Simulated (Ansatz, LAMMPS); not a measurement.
# Amorphous Al2O3 (155 atoms): where an added charge goes

Aim: add and remove one electron in amorphous Al2O3 (155 atoms), with atoms held and relaxed, and read trapping energy and localisation.

Method: Kohn-Sham DFT, PBE, PAW (set soft_1), plane waves, in Ansatz 0.2.0.

### Step 1. The starting structure

The cell holds 155 atoms: 62 Al and 93 O. Cell: a = 12.259 Å, b = 12.259 Å, c = 12.259 Å, α = 90.0°, β = 90.0°, γ = 90.0°. 155 atoms (62 Al, 93 O) placed at random at 2.85 g/cm³, melted at 5000 K for 10 ps at fixed volume with the Morse and Coulomb pair potential with partial charges (Pedone, Malavasi, Menziani, Cormack and Segre, J. Phys. Chem. B 110, 11780 (2006)). Quenched from 5000 K to 300 K at 20 K/ps and fixed volume, held 5 ps, then minimised at fixed cell.

Limits known from the start: The quench rate of 20 K/ps is orders of magnitude faster than experiment, which tends to freeze in extra defects. The network of bonds at the start is that of the classical potential that made the cell, and needn't be the one that DFT or experiment would give. Sampling is at Γ alone, for a cell whose shortest periodic width is 12 Å.

### Step 2. Single point at the start

A single point comes first, to see the forces before anything moves.

input.yaml reads:

```yaml
crystal:
  lattice:
    - [12.2588, 0.0, 0.0]
    - [0.0, 12.2588, 0.0]
    - [0.0, 0.0, 12.2588]
  atoms:
    - { symbol: Al, position: [0.92778, 0.01368, 0.37643] }
    - { symbol: Al, position: [0.37866, 0.78293, 0.8894] }
    - { symbol: Al, position: [0.06278, 0.54028, 0.23068] }
    - { symbol: Al, position: [0.86786, 0.35276, 0.66743] }
    - { symbol: Al, position: [0.23905, 0.62078, 0.01026] }
    - { symbol: Al, position: [0.07149, 0.34572, 0.39298] }
    - { symbol: Al, position: [0.94844, 0.22058, 0.20062] }
    - { symbol: Al, position: [0.89102, 0.84704, 0.56398] }
    - { symbol: Al, position: [0.71564, 0.58732, 0.98176] }
    - { symbol: Al, position: [0.85058, 0.58718, 0.78402] }
    - { symbol: Al, position: [0.51693, 0.06645, 0.70919] }
    - { symbol: Al, position: [0.97691, 0.56899, 0.00304] }
    - { symbol: Al, position: [0.81574, 0.58645, 0.22241] }
    - { symbol: Al, position: [0.08049, 0.25103, 0.64914] }
    - { symbol: Al, position: [0.37701, 0.55956, 0.3697] }
    - { symbol: Al, position: [0.14256, 0.09391, 0.22043] }
    - { symbol: Al, position: [0.06348, 0.45483, 0.80622] }
    - { symbol: Al, position: [0.31862, 0.21407, 0.65209] }
    - { symbol: Al, position: [0.90144, 0.09206, 0.93624] }
    - { symbol: Al, position: [0.29039, 0.99693, 0.56268] }
    - { symbol: Al, position: [0.63383, 0.42351, 0.179] }
    - { symbol: Al, position: [0.85072, 0.50623, 0.47337] }
    - { symbol: Al, position: [0.80038, 0.02005, 0.17846] }
    - { symbol: Al, position: [0.52832, 0.32808, 0.65316] }
    - { symbol: Al, position: [0.4328, 0.76413, 0.12814] }
    - { symbol: Al, position: [0.69193, 0.20044, 0.23972] }
    - { symbol: Al, position: [0.12356, 0.84915, 0.68927] }
    - { symbol: Al, position: [0.53945, 0.98048, 0.18224] }
    - { symbol: Al, position: [0.25446, 0.36619, 0.21738] }
    - { symbol: Al, position: [0.25318, 0.61356, 0.76401] }
    - { symbol: Al, position: [0.54749, 0.0645, 0.96175] }
    - { symbol: Al, position: [0.32705, 0.00326, 0.83221] }
    [... 117 atom lines left out ...]
    - { symbol: O, position: [0.2099, 0.04731, 0.10245] }
    - { symbol: O, position: [0.43081, 0.80426, 0.76456] }
    - { symbol: O, position: [0.42163, 0.35678, 0.89616] }
    - { symbol: O, position: [0.87651, 0.04291, 0.06492] }
    - { symbol: O, position: [0.82592, 0.96066, 0.62988] }
    - { symbol: O, position: [0.65999, 0.08093, 0.75517] }
kpoints:
  mp_grid: { grid: [1, 1, 1] }
hamiltonian:
  xc: pbe
  pseudopotentials: { kind: paw, azcp: { folder: soft_1 } }
scf:
  occupations: { method: fixed }
output:
  forces: true
```

On the command line:

```console
> ansatz run input.yaml --threads 4 --pin off --max-ram 8192MiB --backend cpu --events-out ev --progress --plain --runs-dir out
```

Numbers of over 12 decimals in the logs are rounded to 6 here.

What it wrote:

```text
[...]
Pseudopotentials: kind: paw
Pseudopotential: Al, paw, valence charge 3, recommended cutoff 420 eV (normal), soft_1/Al.paw.azcp
Pseudopotential: O, paw, valence charge 6, recommended cutoff 420 eV (normal), soft_1/O.paw.azcp
[... 5 lines on functional and potentials left out ...]
Crystal: 155 atoms, lattice volume = 1842.230 Å³
Basis set: ecut = 420 eV, 36041 PW (Γ), exchange–correlation on 180×180×180 points (8 copies of the dense FFT grid, shifted against one another)
Bands: 527, of which v1, the nominal top of the filled ones, is band 372 counted from 1 (371 counted from 0)
Symmetry: 1 space group operations
Space group: P1 (ITA 1), of the structure as read, at distance tolerance 1.2e-4 Å
k-points: 1
[... 5 lines on functional and potentials left out ...]
Initial density: superposition of atomic densities (chi_scale 0.1, normalization cell, long waves kept (reshape's long-wave potential 0.06 eV rms))
Initial wavefunctions: pseudopotential atomic-orbital guess
[...]
SCF iter   1: F=—  HF=-86392.297571 eV  |F-HF|=—  |Δ(HF+E_count)|=         —  Δρ=1.29e-1  dr2=3.13e2  ethr=3.10e-3  ⟨swp⟩=5.0  Hψ=1582  notcnv=0  defer=149
preconditioner: auto → Resta (q_TF=auto, 2.346 Å⁻¹)  ε∞=2.9  [insulator: Δε(μ)=5.533 eV  Ē_g=16.909 eV  n_scr=388 (ndim 8)  ℏωp=23.6 eV  f_vac=0.038  ε∞_Penn≈2.9]
SCF iter   2: F=—  HF=-86309.034009 eV  |F-HF|=—  |Δ(HF+E_count)|=    8.33e1  Δρ=4.62e-2  dr2=1.94e1  ethr=3.10e-3  ⟨swp⟩=4.0  Hψ=1198  notcnv=0  defer=150
SCF iter   3: F=—  HF=-86306.149763 eV  |F-HF|=—  |Δ(HF+E_count)|=    2.88e0  Δρ=2.26e-2  dr2=6.66e0  ethr=2.61e-3  ⟨swp⟩=2.0  Hψ=500  notcnv=0  defer=112
automatic band count: iteration 3 solves 488 bands in place of 527: the levels show a gap, and the empty bands left out lie too high to hold charge; the band table lists the bands solved (type scf.n_extra_bands for more)
SCF iter   4: F=—  HF=-86305.972710 eV  |F-HF|=—  |Δ(HF+E_count)|=   1.77e-1  Δρ=5.29e-3  dr2=3.97e-1  ethr=8.95e-4  ⟨swp⟩=4.0  Hψ=752  notcnv=0  defer=113
SCF iter   5: F=—  HF=-86305.943989 eV  |F-HF|=—  |Δ(HF+E_count)|=   2.87e-2  Δρ=1.86e-3  dr2=5.56e-2  ethr=5.34e-5  ⟨swp⟩=2.0  Hψ=789  notcnv=0  defer=114
[...]
SCF iter  12: F=—  HF=-86305.997259 eV  |F-HF|=—  |Δ(HF+E_count)|=   2.09e-7  Δρ=5.04e-6  dr2=3.67e-7  ethr=9.86e-11  ⟨swp⟩=2.0  Hψ=750  notcnv=0  defer=111
SCF iter  13: F=-86305.997259 eV  HF=-86305.997259 eV  |F-HF|=4.66e-9  |Δ(HF+E_count)|=   8.66e-8  Δρ=1.04e-6  dr2=1.83e-8  ethr=1.34e-11  ⟨swp⟩=3.0  Hψ=1574  notcnv=0
SCF 1 converged in 13 iterations: F = -86305.997259 eV  dr2 = 1.83e-8
[...]
SCF converged after 13 iterations
Free energy (F): -86305.997259 eV
Harris-Foulkes:  -86305.997259 eV  (|F-HF|=4.66e-9)
Internal energy: -86305.997259 eV  (E = F + TS)
E sigma→0 (E₀):  -86305.997259 eV
Fermi energy:    4.716697 eV
--- Per-component energies (eV) ---
[...]
Σ components = -86305.997259   (vs F -86305.997259, Δ=0.00e0)
--- Forces (eV/Å), atoms counted from 1 ---
  atom   1  Al    -0.15933812     0.07914501     0.11083142
  atom   2  Al     0.70288272     0.25033948     0.31446359
  atom   3  Al     0.25359635     0.27004580     0.08299708
  atom   4  Al     0.23871671     0.03974960    -0.07521452
[...]
atom 155  O     -0.57791189    -0.25711991    -0.51929661
  max |Σ_I F_I| component: 2.22e-5 eV/Å
```

It took 37 s on 4 threads of Arm Neoverse V1, shared host; peak memory 2.5 GiB.

The r.m.s. force at the start is 0.37 eV/Å.

### Step 3. Relaxation

The atoms are relaxed in the fixed cell, aiming at the force tolerance of the input.

input.yaml reads:

```yaml
crystal:
  lattice:
    - [12.2588, 0.0, 0.0]
    - [0.0, 12.2588, 0.0]
    - [0.0, 0.0, 12.2588]
  atoms:
    [... the 155 atom lines of step 2 ...]
kpoints:
  mp_grid: { grid: [1, 1, 1] }
hamiltonian:
  xc: pbe
  pseudopotentials: { kind: paw, azcp: { folder: soft_1 } }
scf:
  occupations: { method: fixed }
output:
  forces: true
relax:
  f_tol: 0.05
  max_steps: 120
```

What it wrote:

```text
[...]
Crystal: 155 atoms, lattice volume = 1842.230 Å³
Basis set: ecut = 420 eV, 36041 PW (Γ), exchange–correlation on 180×180×180 points (8 copies of the dense FFT grid, shifted against one another)
Bands: 527, of which v1, the nominal top of the filled ones, is band 372 counted from 1 (371 counted from 0)
Symmetry: 1 space group operations
[...]
k-points: 1
[...]
SCF iter   1: F=—  HF=-86392.297570 eV  |F-HF|=—  |Δ(HF+E_count)|=         —  Δρ=1.29e-1  dr2=3.13e2  ethr=3.10e-3  ⟨swp⟩=5.0  Hψ=1582  notcnv=0  defer=149
[...]
SCF iter   9: F=-86305.997238 eV  HF=-86305.997266 eV  |F-HF|=2.82e-5  |Δ(HF+E_count)|=   4.58e-5  Δρ=5.22e-5  dr2=4.24e-5  ethr=8.40e-9  ⟨swp⟩=3.0  Hψ=1671  notcnv=0
SCF 1 converged in 9 iterations: F = -86305.997238 eV  dr2 = 4.24e-5
[...]
relax step   1: F+E_penalty+E_count = -86305.99723772 eV  Δ(F+E_penalty+E_count) = +0.000e0 eV  max|allowed force component| = 1.340e0 eV/Å  Δτ_max = 0.0000 Å  (9 SCF iters, dr2 threshold 6.25e-5 eV, accepted)
[... from here on, the SCF cycles and remarks between the steps are left out ...]
relax step   2: F+E_penalty+E_count = -86307.32272830 eV  Δ(F+E_penalty+E_count) = -1.325e0 eV  max|allowed force component| = 8.375e-1 eV/Å  Δτ_max = 0.0763 Å  (6 SCF iters, dr2 threshold 1.00e-4 eV, accepted)
relax step   3: F+E_penalty+E_count = -86308.49270833 eV  Δ(F+E_penalty+E_count) = -1.170e0 eV  max|allowed force component| = 3.708e-1 eV/Å  Δτ_max = 0.2000 Å  (7 SCF iters, dr2 threshold 4.38e-5 eV, accepted)
relax step   4: F+E_penalty+E_count = -86308.85388802 eV  Δ(F+E_penalty+E_count) = -3.612e-1 eV  max|allowed force component| = 1.294e-1 eV/Å  Δτ_max = 0.2000 Å  (7 SCF iters, dr2 threshold 2.69e-5 eV, accepted)
relax step   5: F+E_penalty+E_count = -86308.94544742 eV  Δ(F+E_penalty+E_count) = -9.156e-2 eV  max|allowed force component| = 8.704e-2 eV/Å  Δτ_max = 0.2000 Å  (10 SCF iters, accepted)
relax step   6: F+E_penalty+E_count = -86308.98350798 eV  Δ(F+E_penalty+E_count) = -3.806e-2 eV  max|allowed force component| = 1.516e-1 eV/Å  Δτ_max = 0.2000 Å  (10 SCF iters, accepted)
relax step   7: F+E_penalty+E_count = -86309.06815563 eV  Δ(F+E_penalty+E_count) = -8.465e-2 eV  max|allowed force component| = 1.350e-1 eV/Å  Δτ_max = 0.2000 Å  (7 SCF iters, dr2 threshold 1.04e-5 eV, accepted)
relax step   8: F+E_penalty+E_count = -86309.03952335 eV  Δ(F+E_penalty+E_count) = +2.863e-2 eV  max|allowed force component| = 6.572e-1 eV/Å  Δτ_max = 0.1949 Å  (7 SCF iters, dr2 threshold 1.45e-5 eV, rejected (line search))
relax step   9: F+E_penalty+E_count = -86309.16382579 eV  Δ(F+E_penalty+E_count) = -9.567e-2 eV  max|allowed force component| = 1.462e-1 eV/Å  Δτ_max = 0.0975 Å  (9 SCF iters, accepted)
relax step  10: F+E_penalty+E_count = -86309.24647872 eV  Δ(F+E_penalty+E_count) = -8.265e-2 eV  max|allowed force component| = 2.958e-1 eV/Å  Δτ_max = 0.0973 Å  (6 SCF iters, dr2 threshold 1.70e-5 eV, accepted)
relax step  11: F+E_penalty+E_count = -86309.38199346 eV  Δ(F+E_penalty+E_count) = -1.355e-1 eV  max|allowed force component| = 3.500e-1 eV/Å  Δτ_max = 0.1460 Å  (6 SCF iters, dr2 threshold 8.75e-5 eV, accepted)
relax step  12: F+E_penalty+E_count = -86309.57867897 eV  Δ(F+E_penalty+E_count) = -1.967e-1 eV  max|allowed force component| = 1.228e-1 eV/Å  Δτ_max = 0.2000 Å  (6 SCF iters, dr2 threshold 1.00e-4 eV, accepted)
relax step  13: F+E_penalty+E_count = -86309.66735271 eV  Δ(F+E_penalty+E_count) = -8.867e-2 eV  max|allowed force component| = 2.118e-1 eV/Å  Δτ_max = 0.2000 Å  (10 SCF iters, accepted)
relax step  14: F+E_penalty+E_count = -86309.69175349 eV  Δ(F+E_penalty+E_count) = -2.440e-2 eV  max|allowed force component| = 7.787e-2 eV/Å  Δτ_max = 0.0804 Å  (7 SCF iters, dr2 threshold 5.52e-6 eV, accepted)
relax step  15: F+E_penalty+E_count = -86309.69392945 eV  Δ(F+E_penalty+E_count) = -2.176e-3 eV  max|allowed force component| = 1.715e-2 eV/Å  Δτ_max = 0.0169 Å  (7 SCF iters, accepted)
SCF converged after 7 iterations
Free energy (F): -86309.693929 eV
[...]
Internal energy: -86309.693929 eV  (E = F + TS)
E sigma→0 (E₀):  -86309.693929 eV
Fermi energy:    4.610160 eV
[...]
--- Forces (eV/Å), atoms counted from 1 ---
  atom   1  Al    -0.00078479     0.00105856    -0.00066967
  atom   2  Al     0.00723262     0.00309808    -0.00098441
  atom   3  Al    -0.01702938    -0.00061866     0.00089731
  atom   4  Al    -0.00005558     0.00312030    -0.00061662
  atom   5  Al    -0.00460044    -0.00277655     0.00451305
  atom   6  Al    -0.00122486    -0.01175358     0.00098003
  atom   7  Al    -0.00177779     0.00607949     0.00301709
  atom   8  Al    -0.00657915    -0.00242561    -0.00416083
  atom   9  Al    -0.00453004    -0.00754378     0.00522922
  atom  10  Al    -0.00696062    -0.00505793     0.00582564
  atom  11  Al     0.00191755     0.00007683     0.00177401
  atom  12  Al    -0.00249558    -0.00177345    -0.00106292
  atom  13  Al    -0.00726779     0.00181710    -0.00508782
  atom  14  Al     0.00396799     0.00430757     0.00134270
[...]
atom 154  O     -0.00058494     0.00143282     0.00138414
  atom 155  O      0.00549364    -0.00385634     0.00032021
  max |Σ_I F_I| component: 5.46e-5 eV/Å
--- Relaxed structure (15 steps of the walk, 14 accepted, 0 SCFs on fresh bases) ---
  F+E_penalty+E_count = -86309.69392945 eV   max|allowed force component| = 1.715e-2 eV/Å
  atoms:
    - { symbol: Al, position: [0.928692, -0.00183574, 0.369777] }
    - { symbol: Al, position: [0.402595, 0.780448, 0.898796] }
    - { symbol: Al, position: [0.021706, 0.529311, 0.242554] }
    - { symbol: Al, position: [0.872312, 0.350624, 0.649559] }
[...]
- { symbol: O, position: [0.660739, 0.075755, 0.750125] }
```

Elapsed: 5.5 min, on 4 threads; peak memory 2.5 GiB; 21 min of CPU time.

The relaxation converged after 15 steps, 3.70 eV below its start, with a largest force component of 0.017 eV/Å.

[end of part 1 of 4]

[Logs are printed without paths, hosts, clocks, repeated set-up lines and the standing remarks that a program may print on its own settings, such as how far it seeks lower states.]

[Hosts, paths, dates, database ids (printed as entryN), source tags and the programs' standing remarks are cut or masked in the printed files.]
